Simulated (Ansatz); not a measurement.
Density of states of N

```cif
data_structure
_symmetry_space_group_name_H-M 'P6_3/mmc'
_symmetry_Int_Tables_number 194
_cell_length_a 4.0500
_cell_length_b 4.0500
_cell_length_c 6.6040
_cell_angle_alpha 90.000
_cell_angle_beta 90.000
_cell_angle_gamma 120.000
_cell_volume 93.81
loop_
_atom_site_label
_atom_site_type_symbol
_atom_site_symmetry_multiplicity
_atom_site_Wyckoff_symbol
_atom_site_fract_x
_atom_site_fract_y
_atom_site_fract_z
_atom_site_occupancy
N1 N 4 f 0.33333 0.66667 0.33800 1
```

The runs use the primitive cell with vectors (4.050, 0.000, 0.000), (-2.025, 3.507, 0.000), (0.000, 0.000, 6.604) Å, to which the k mesh refers.

Symmetry: P6_3/mmc, No. 194, hexagonal system. Conventional cell: a = 4.050 Å, b = 4.050 Å, c = 6.604 Å, α = 90.00°, β = 90.00°, γ = 120.00°. Around N (site symmetry 3m) lie 1 N at 1.16 Å.

The cell comes from COD entry 9012476, which wasn't checked; take it as a given geometry.

These are results of DFT, PBE, all-electron LAPW, scalar-relativistic (Ansatz 0.2.0), not measurements.

Numerical set-up: a Γ-centred 9×9×5 k mesh, Fermi–Dirac smearing of 0.03 eV, basis error target 1 meV/atom, no spin polarisation.

States per eV and cell, averaged over 0.6 eV, from -5.2 to 6.0 eV, with energies (bin centres) from the valence-band top; empty bins are left out. The partial columns, the largest 2 alone, are projections on Löwdin-orthogonalised atomic shells (those that the program's projection atoms carry: the occupied ones and, for some elements, an empty d or f shell; other empty shells have no column), summed over atoms of an element. Weights on diffuse s and p shells depend on that basis and aren't pure angular character.

```json
{"E (eV)": "-5.0", "total": "1.03", "N 2p": "0.40", "N 2s": "0.62"}
{"E (eV)": "-4.4", "total": "5.45", "N 2p": "2.00", "N 2s": "3.44"}
{"E (eV)": "-3.8", "total": "0.19", "N 2p": "0.06", "N 2s": "0.13"}
{"E (eV)": "-2.0", "total": "5.27", "N 2p": "5.09", "N 2s": "0.09"}
{"E (eV)": "-1.4", "total": "8.25", "N 2p": "8.06", "N 2s": "0.08"}
{"E (eV)": "-0.8", "total": "4.13", "N 2p": "2.87", "N 2s": "1.12"}
{"E (eV)": "-0.2", "total": "2.35", "N 2p": "1.55", "N 2s": "0.70"}
{"E (eV)": "5.8", "total": "0.04", "N 2p": "0.04", "N 2s": "0.00"}
```

Question: Which of the resolved shells contributes most in the top eV of the valence band?

Answer: N 2p, with 68 % of all states there; N 2s follows with 28 %.
